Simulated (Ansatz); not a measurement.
# Ge: the cell at several levels of theory

One table from this session's results is given with a row withheld; the runs are named, their logs left out.

The runs shown are made with Ansatz 0.2.0. PAW datasets, plane waves, zero pressure. (Simulation; spin polarisation is off.)

### The structure to begin with

This is the cell as the run starts from it, not yet at rest; its lengths are not the crystal's.

It is hexagonal, P6_3/mmc (No. 194); a = 3.919 Å, c = 6.400 Å in the conventional setting, 21.28 Å³ an atom. Ge has 4 Ge at 2.40 Å.

Coordinates:

Space group P6_3/mmc (No. 194). a = 3.919 Å, b = 3.919 Å, c = 6.400 Å, α = 90.00°, β = 90.00°, γ = 120.00°
```
atom  site  symmetry       x       y       z
  Ge    4f       3m.  0.3333  0.6667  0.5625
```

Set-up of the first run:

Contents of input.yaml:

```yaml
crystal:
  lattice:
    - [3.9191835885, 0.0, 0.0]
    - [-1.9595917942, 3.3941125497, 0.0]
    - [0.0, 0.0, 6.4000267999]
  atoms:
    - { symbol: Ge, position: [0.3333333333, 0.6666666667, 0.0] }
    - { symbol: Ge, position: [0.6666666667, 0.3333333333, 0.5] }
    - { symbol: Ge, position: [0.3333333333, 0.6666666667, 0.375] }
    - { symbol: Ge, position: [0.6666666667, 0.3333333333, 0.875] }
kpoints:
  mp_grid: { grid: [12, 12, 4] }
hamiltonian:
  xc: pbe
scf:
  occupations: { method: fermi_dirac, width: 0.02 }
relax:
  f_tol: 0.005
  cell: {}
output:
  write_density: true
  write_potential: true
  elf: true
  volumetric_format: npy
```

Run with:

```bash
$ ansatz run input.yaml --threads 2 --pin off --max-ram 2211MiB --backend cpu --events-out ev --progress --plain --runs-dir out
```

Steps of the session up to this table: Relaxation with PBE; Relaxation with r2SCAN; Relaxation with PBEsol; LDA: cell and atoms; Relaxing with HSE06.

One of the session's tables, all rows but one given; the rest of the session is left out.

```
 level  a (Å)  c (Å)  volume (Å³/atom)
   PBE  4.058  6.693            23.867
r2SCAN  3.998  6.593            22.811
PBEsol      ?      ?                 ?
   LDA  3.968  6.505            22.177
 HSE06  4.008  6.589            22.922
```

Q: Estimate the row for PBEsol from the others.

**Answer.** a (Å): 4.005; c (Å): 6.579; volume (Å³/atom): 22.851. In the column «a (Å)» it lies between r2SCAN (3.998) and HSE06 (4.008).

What this shows: From the start to the first minimum the volume moved by +12.1 %. LDA gives the smallest cell and PBE the largest; they differ by 7.6 % in volume, a mean of 2.5 % in length. The meshes differ: PBE 12×12×4, r2SCAN 6×6×4, PBEsol 6×6×4, LDA 6×6×4, HSE06 6×6×2.
